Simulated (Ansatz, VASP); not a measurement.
**MnS, level by level in two programs**

```
CELL_PARAMETERS angstrom
0.00000 2.63877 2.63877
2.63877 0.00000 2.63877
2.63877 2.63877 0.00000
ATOMIC_POSITIONS crystal
Mn 0.00000 0.00000 0.00000
S 0.50000 0.50000 0.50000
```

Change from the starting cell: volume scaled by 1.04.

Single points on this cell with VASP 6.6.1 and Ansatz 0.2.0. Each row is one pair of runs. Alike in all rows: spin: collinear, ferromagnetic start; k mesh: 9 × 9 × 9; smearing: fermi-dirac, width 0.05 eV; VASP's potentials, cutoff: VASP PAW PBE potentials, release 64 (Mn_pv, S), 520 eV.

| level | Ansatz's potentials, cutoff | gap on the k mesh at the Fermi level (eV), VASP | gap on the k mesh at the Fermi level (eV), Ansatz | pressure (GPa), VASP | pressure (GPa), Ansatz | net moment per atom (μB), VASP | net moment per atom (μB), Ansatz |
| --- | --- | --- | --- | --- | --- | --- | --- |
| PBE | Ansatz PAW, 420 eV | none | none | -4.8 | -4.8 | 2.40 | 2.40 |
| PBE | PseudoDojo stringent (PBE files), 1769 eV | none | none | -4.8 | -4.7 | 2.40 | 2.40 |
| PBE | Ansatz PAW polarizable, 420 eV | none | none | -4.8 | -4.8 | 2.40 | 2.40 |
| PBEsol | Ansatz PAW, 420 eV | none | none | -8.7 | -8.8 | 2.38 | 2.38 |

Pressure (GPa): the two programs differ by at most 0.1; net moment per atom (μB): the two programs differ by at most 0.002.

A gap of «none» marks a metal or a gap that the smearing closes.

Caveats: a cell with one magnetic atom can't hold antiferromagnetic order, which such compounds often take (some rows); semilocal functionals often make such compounds metallic where correlation or magnetic order opens a gap, which also shifts bond lengths (some rows); the PAW data sets were made with another functional, which shifts forces and pressure a little (VASP); the PAW data sets come from PBE, with cores solved anew for the run's functional, which leaves a small shift of forces and pressure (Ansatz).
